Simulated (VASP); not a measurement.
# Ti (Pm-3m) in VASP: notebook, part 2 of 2

VASP 6.6.1. Earlier steps stand in the parts before.

## (4) Single point, BLYP

The input, INCAR:

```
AGGAC = 1.0 ; AGGAX = 1.0
ALDAC = 0.0 ; ALDAX = 1.0
ALGO = Normal ; EDIFF = 1E-6
ENCUT = 520 ; GGA = B5
ISIF = 2 ; ISMEAR = -1
LASPH = True ; LCHARG = True
LELF = True ; LREAL = False
LVHAR = True ; LWAVE = False
NBANDS = 12 ; NELM = 60
PREC = Accurate ; SIGMA = 0.1
```

The input, KPOINTS:

```
k-points
0
Gamma
  13 13 13
```

The input, POSCAR:

```
Ti
1.0
    2.6743258376      0.0000000000      0.0000000000
    0.0000000000      2.6743258376      0.0000000000
    0.0000000000      0.0000000000      2.6743258376
Ti
1
Direct
    0.0000000000      0.0000000000      0.0000000000
```

Potentials or basis: VASP PAW PBE potentials, release 64 (Ti_sv).

Started as:

```
$ cat potpaw_PBE.64/Ti_sv/POTCAR > POTCAR
$ mpirun -np 1 vasp_std > vasp.out
```

OUTCAR:

```text
EDIFF = 1E-6
   ENCUT = 520
   GGA = B5
   ISIF = 2
   ISMEAR = -1
   LASPH = True
   LREAL = False
   NELM = 60
   PREC = Accurate

 ion  position               nearest neighbor table
   1  0.000  0.000  0.000-

  LATTYP: Found a simple cubic cell.
 ALAT       =     2.6743258376

  Lattice vectors:

 A1 = (   2.6743258376,   0.0000000000,   0.0000000000)
 A2 = (   0.0000000000,   2.6743258376,   0.0000000000)
 A3 = (   0.0000000000,   0.0000000000,   2.6743258376)

Analysis of symmetry for initial positions (statically):
=====================================================================
 Subroutine PRICEL returns:
 Original cell was already a primitive cell.

 Routine SETGRP: Setting up the symmetry group for a
 simple cubic supercell.

 Subroutine GETGRP returns: Found 48 space group operations
 (whereof 48 operations were pure point group operations)
 out of a pool of 48 trial point group operations.

The static configuration has the point symmetry O_h .

Analysis of symmetry for dynamics (positions and initial velocities):
=====================================================================
 Subroutine PRICEL returns:
 Original cell was already a primitive cell.

 Routine SETGRP: Setting up the symmetry group for a
 simple cubic supercell.

 Subroutine GETGRP returns: Found 48 space group operations
 (whereof 48 operations were pure point group operations)
 out of a pool of 48 trial point group operations.

The dynamic configuration has the point symmetry O_h .

 Subroutine INISYM returns: Found 48 space group operations
 (whereof 48 operations are pure point group operations),
 and found     1 'primitive' translations

----------------------------------------------------------------------------------------

                                     Primitive cell

  volume of cell :      19.1268

  direct lattice vectors                    reciprocal lattice vectors
     2.674325838  0.000000000  0.000000000     0.373926014  0.000000000  0.000000000
[... 113 lines left out ...]
   LEPSILON=     F    determine dielectric tensor
   LRPA    =     F    only Hartree local field effects (RPA)
 non-spin polarized calculation
  energy-cutoff  :      520.00
  volume of cell :       19.13
 maximum number of plane-waves:       525
 NGX is ok and might be reduce to    20
   NGX =  9   NGY =  9   NGZ =  9

 number of electron      11.9999996 magnetization

 Free energy of the ion-electron system (eV)
  ---------------------------------------------------
  ext. energy  EPLUGINS =         0.00000000
  ---------------------------------------------------
  free energy    TOTEN  =        -6.10000993 eV

  energy without entropy =       -6.02455474  energy(sigma->0) =       -6.06228234

 E-fermi :   7.5944     XC(G=0): -10.3922

 val. band max:        7.5942528531   @ k =   0.4615   0.4615   0.0769
 cond. band min:       7.6054966870   @ k =   0.3077   0.3077   0.1538
 fundamental gap:      0.0112438338
 Fermi energy:         7.5943798045

 k-point     1 :       0.0000    0.0000    0.0000
  band No.  band energies     occupation
      1     -48.7590      2.00000
      2     -24.7581      2.00000
      3     -24.7581      2.00000
      4     -24.7581      2.00000
      5       2.1807      2.00000
      6       6.3360      1.99999
      7       6.3360      1.99999
      8      11.2921      0.00000
      9      11.2921      0.00000
     10      11.2921      0.00000
     11      22.9990      0.00000
     12      22.9990      0.00000
[... 331 lines left out ...]
 k-point    24 :       0.3846    0.3077    0.0000
  band No.  band energies     occupation
      1     -48.5909      2.00000
      2     -25.3676      2.00000
      3     -25.2033      2.00000
      4     -24.6538      2.00000
      5       5.6725      2.00000
      6       7.0082      1.99432
      7       9.2701      0.00000
      8       9.9745      0.00000
      9      10.3443      0.00000
     10      10.5151      0.00000
     11      15.4822      0.00000
     12      19.8798      0.00000

 [... further k-points ...]

------------------------ aborting loop because EDIFF is reached ----------------------------------------

  FORCE on cell =-STRESS in cart. coord.  units (eV):
  Direction    XX          YY          ZZ          XY          YZ          ZX
  --------------------------------------------------------------------------------------
  -------------------------------------------------------------------------------------
  Total       -0.0268425     -0.0268425     -0.0268425     -0.0000000     -0.0000000      0.0000000
  in kB       -2.2484920     -2.2484920     -2.2484920     -0.0000000     -0.0000000      0.0000000
  external PRESSURE =      -2.2484920 kB  Pullay stress =       0.0000000 kB

 VOLUME and BASIS-vectors are now :
 -----------------------------------------------------------------------------
  energy-cutoff  :      520.00
  volume of cell :       19.13
      direct lattice vectors                 reciprocal lattice vectors
     2.674325838  0.000000000  0.000000000     0.373926014  0.000000000  0.000000000
     0.000000000  2.674325838  0.000000000     0.000000000  0.373926014  0.000000000
     0.000000000  0.000000000  2.674325838     0.000000000  0.000000000  0.373926014

 POSITION                                       TOTAL-FORCE (eV/Angst)
 -----------------------------------------------------------------------------------
      0.00000      0.00000      0.00000         0.000000      0.000000      0.000000
 -----------------------------------------------------------------------------------
    total drift:                               -0.000000      0.000000      0.000000

  FREE ENERGIE OF THE ION-ELECTRON SYSTEM (eV)
  ---------------------------------------------------
  free  energy   TOTEN  =        -6.1000099338 eV

  energy  without entropy=       -6.0245547409  energy(sigma->0) =       -6.06228234
```

OSZICAR:

```text
N       E                     dE             d eps       ncg     rms          rms(c)
DAV:   1     0.904856950998E+02    0.90486E+02   -0.65701E+03  2024   0.119E+03
DAV:   2    -0.209566852447E+01   -0.92581E+02   -0.89733E+02  2052   0.296E+02
DAV:   3    -0.654440020475E+01   -0.44487E+01   -0.43368E+01  2812   0.665E+01
DAV:   4    -0.665082852664E+01   -0.10643E+00   -0.10609E+00  2272   0.915E+00
DAV:   5    -0.665355331103E+01   -0.27248E-02   -0.27244E-02  2504   0.133E+00    0.695E+00
DAV:   6    -0.607450833224E+01    0.57904E+00   -0.15625E+00  2176   0.163E+01    0.203E+00
DAV:   7    -0.608575233167E+01   -0.11244E-01   -0.44299E-02  2408   0.191E+00    0.123E+00
DAV:   8    -0.609984287291E+01   -0.14091E-01   -0.30431E-02  2140   0.193E+00    0.779E-02
DAV:   9    -0.610004134442E+01   -0.19847E-03   -0.17483E-03  2564   0.411E-01    0.674E-02
DAV:  10    -0.610002579351E+01    0.15551E-04   -0.17091E-04  2156   0.131E-01    0.179E-02
DAV:  11    -0.610000945447E+01    0.16339E-04   -0.15167E-05  2384   0.585E-02    0.540E-03
DAV:  12    -0.610000993378E+01   -0.47932E-06   -0.15862E-06  2108   0.131E-02
   1 F= -.61000099E+01 E0= -.60622823E+01  d E =-.754552E-01
```

It took 12 s on 1 thread of Intel Xeon Platinum 8488C (Sapphire Rapids), shared host; peak memory 0.13 GiB.

Results:

```
Free energy            : -6.1000 eV
Pressure               : -0.2 GPa
Band gap on the k mesh : none (metal or under the smearing width)
```

Caveat: the PAW data sets were made with another functional, which shifts forces and pressure a little.

## (5) Single point, BLYP

This run uses another cell than the first one, of 16.83 Å³/atom, 0.880 times its volume.

The input, INCAR:

```
PREC = Accurate
ENCUT = 520
EDIFF = 1E-6
ISMEAR = -1
SIGMA = 0.1
LREAL = False
LASPH = True
NELM = 80
ALGO = Normal
ISIF = 2
LWAVE = False
LCHARG = False
GGA = B5
ALDAX = 1.0
AGGAX = 1.0
AGGAC = 1.0
ALDAC = 0.0
NBANDS = 12
```

The input, KPOINTS:

```
Automatic mesh
0
Gamma
  13 13 13
```

The input, POSCAR:

```
Ti
1.0
    2.5627635845      0.0000000000      0.0000000000
    0.0000000000      2.5627635845      0.0000000000
    0.0000000000      0.0000000000      2.5627635845
Ti
1
Direct
    0.0000000000      0.0000000000      0.0000000000
```

Potentials or basis: VASP PAW PBE potentials, release 64 (Ti_sv).

Started as:

```
$ cat potpaw_PBE.64/Ti_sv/POTCAR > POTCAR
$ mpirun -np 1 vasp_std > vasp.out
```

OUTCAR:

```text
PREC = Accurate
   ENCUT = 520
   EDIFF = 1E-6
   ISMEAR = -1
   LREAL = False
   LASPH = True
   NELM = 80
   ISIF = 2
   GGA = B5

 ion  position               nearest neighbor table
   1  0.000  0.000  0.000-

  LATTYP: Found a simple cubic cell.
 ALAT       =     2.5627635845

  Lattice vectors:

 A1 = (   2.5627635845,   0.0000000000,   0.0000000000)
 A2 = (   0.0000000000,   2.5627635845,   0.0000000000)
 A3 = (   0.0000000000,   0.0000000000,   2.5627635845)

Analysis of symmetry for initial positions (statically):
=====================================================================
 Subroutine PRICEL returns:
 Original cell was already a primitive cell.

 Routine SETGRP: Setting up the symmetry group for a
 simple cubic supercell.

 Subroutine GETGRP returns: Found 48 space group operations
 (whereof 48 operations were pure point group operations)
 out of a pool of 48 trial point group operations.

The static configuration has the point symmetry O_h .

Analysis of symmetry for dynamics (positions and initial velocities):
[... 164 lines left out ...]

 k-point     1 :       0.0000    0.0000    0.0000
  band No.  band energies     occupation
      1     -47.3181      2.00000
      2     -23.1234      2.00000
      3     -23.1234      2.00000
      4     -23.1234      2.00000
      5       3.2550      2.00000
      6       7.4000      2.00000
      7       7.4000      2.00000
      8      13.1804      0.00000
      9      13.1804      0.00000
     10      13.1804      0.00000
     11      25.7471      0.00000
     12      25.7471      0.00000
[... 331 lines left out ...]
 k-point    24 :       0.3846    0.3077    0.0000
  band No.  band energies     occupation
      1     -47.0513      2.00000
      2     -24.0012      2.00000
      3     -23.7637      2.00000
      4     -22.9695      2.00000
      5       6.6868      2.00000
      6       8.2992      1.99654
      7      10.9499      0.00000
      8      11.6033      0.00000
      9      12.0460      0.00000
     10      12.3906      0.00000
     11      17.8772      0.00000
     12      22.5486      0.00000

 [... further k-points ...]

------------------------ aborting loop because EDIFF is reached ----------------------------------------

  FORCE on cell =-STRESS in cart. coord.  units (eV):
  Direction    XX          YY          ZZ          XY          YZ          ZX
  --------------------------------------------------------------------------------------
  -------------------------------------------------------------------------------------
  Total        1.1836423      1.1836423      1.1836423      0.0000000     -0.0000000      0.0000000
  in kB      112.6692552    112.6692552    112.6692552      0.0000000     -0.0000000      0.0000000
  external PRESSURE =     112.6692552 kB  Pullay stress =       0.0000000 kB

 VOLUME and BASIS-vectors are now :
 -----------------------------------------------------------------------------
  energy-cutoff  :      520.00
  volume of cell :       16.83
      direct lattice vectors                 reciprocal lattice vectors
     2.562763584  0.000000000  0.000000000     0.390203765  0.000000000  0.000000000
     0.000000000  2.562763584  0.000000000     0.000000000  0.390203765  0.000000000
     0.000000000  0.000000000  2.562763584     0.000000000  0.000000000  0.390203765

 POSITION                                       TOTAL-FORCE (eV/Angst)
 -----------------------------------------------------------------------------------
      0.00000      0.00000      0.00000         0.000000      0.000000      0.000000
 -----------------------------------------------------------------------------------
    total drift:                               -0.000000      0.000000      0.000000

  FREE ENERGIE OF THE ION-ELECTRON SYSTEM (eV)
  ---------------------------------------------------
  free  energy   TOTEN  =        -6.0275268138 eV

  energy  without entropy=       -5.9592090764  energy(sigma->0) =       -5.99336795
```

Run time: 11 s. Hardware: 1 thread of Intel Xeon Platinum 8488C (Sapphire Rapids), shared host; peak memory 0.12 GiB.

Results:

```
Free energy            : -6.0275 eV
Pressure               : 11.3 GPa
Band gap on the k mesh : none (metal or under the smearing width)
```

Levels at points of the mesh, in eV from the Fermi level:
```
           k point  band 4  band 5  band 6  band 7  band 8  band 9
(0.00, 0.00, 0.00)  -32.06   -5.68   -1.54   -1.54    4.25    4.25
```

Caveat: the PAW data sets were made with another functional, which shifts forces and pressure a little.

## (6) Overview

```tsv
cell	k mesh	gap on the mesh (eV)	pressure (GPa)
Pm-3m, 19.13 Å³/atom	19 × 19 × 19	none	-0.2
Pm-3m, 18.36 Å³/atom	13 × 13 × 13	none	2.9
Pm-3m, 19.13 Å³/atom	13 × 13 × 13	none	-0.2
Pm-3m, 16.83 Å³/atom	13 × 13 × 13	none	11.3
```

Alike in all rows: task single point; level BLYP; potentials or basis VASP PAW PBE potentials, release 64 (Ti_sv); no spin polarisation; cutoff (eV) 520; smearing fermi-dirac 0.1 eV.

Every run on the cell as given and a fine mesh finds a metal.

Caveats: the PAW data sets were made with another functional, which shifts forces and pressure a little.

Absolute energies hang on the potentials; compare differences alone.
